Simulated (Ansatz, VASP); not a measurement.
CdSe (series): VASP beside Ansatz

File INCAR:

```
PREC = Accurate
ENCUT = 520
EDIFF = 1E-6
ISMEAR = 0
SIGMA = 0.02
LREAL = False
LASPH = True
NELM = 100
ALGO = Fast
ISIF = 2
LWAVE = False
LCHARG = False
GGA = PE
NBANDS = 26
```

KPOINTS

```
regular mesh
0
Gamma
  9 9 6
```

Contents of POSCAR:

```
CdSe
1.0
    4.3000000000      0.0000000000      0.0000000000
   -2.1500000000      3.7239092363      0.0000000000
    0.0000000000      0.0000000000      7.0200000000
Cd Se
2 2
Direct
    0.3333333333      0.6666666667      0.0000000000
    0.6666666667      0.3333333333      0.5000000000
    0.3333333333      0.6666666667      0.3850000000
    0.6666666667      0.3333333333      0.8850000000
```

Input for Ansatz:

```yaml
crystal:
  lattice:
    - [4.3, 0.0, 0.0]
    - [-2.15, 3.7239092363, 0.0]
    - [0.0, 0.0, 7.02]
  atoms:
    - { symbol: Cd, position: [0.3333333333, 0.6666666667, 0.0] }
    - { symbol: Cd, position: [0.6666666667, 0.3333333333, 0.5] }
    - { symbol: Se, position: [0.3333333333, 0.6666666667, 0.385] }
    - { symbol: Se, position: [0.6666666667, 0.3333333333, 0.885] }
basis:
  ecutwfc: 420
kpoints:
  mp_grid: { grid: [9, 9, 6] }
hamiltonian:
  xc: pbe
scf:
  occupations: { method: gaussian, width: 0.02 }
output:
  forces: true
  stress: true
  eigenvalues: true
```

Alike in both runs: task single point; functional PBE; k mesh 9 × 9 × 6; occupations gaussian, width 0.02 eV; no spin polarisation.

|  | VASP | Ansatz |
| --- | --- | --- |
| version | VASP 6.6.1 | Ansatz 0.2.0 |
| potentials or method | VASP PAW PBE potentials, release 64 (Cd, Se) | scalar-relativistic, plane waves, PAW |
| plane-wave cutoff (eV) | 520 | 420 |
| valence electrons in the cell | 36 | 72 |

|  | VASP | Ansatz | Ansatz less VASP |
| --- | --- | --- | --- |
| gap on the k mesh at the Fermi level (eV) | 0.70 | 0.70 | 0.000 |
| least direct gap on the mesh (eV) | 0.70 | 0.70 | 0.000 |
| pressure (GPa) | 3.3 | 3.0 | -0.33 |
| largest component of the traceless stress (GPa) | 1.40 | 1.34 | -0.053 |
| rms of the force components (eV/Å) | 0.168 | 0.162 | -0.0056 |

Atom by atom the forces differ by 0.006 eV/Å (rms over components). The functional is the same, so the differences come from potentials, cutoffs and numerics. The two sets of potentials don't hold the same shells in valence.

Expect the measured gap to be larger: semilocal functionals such as PBE lack the derivative discontinuity.
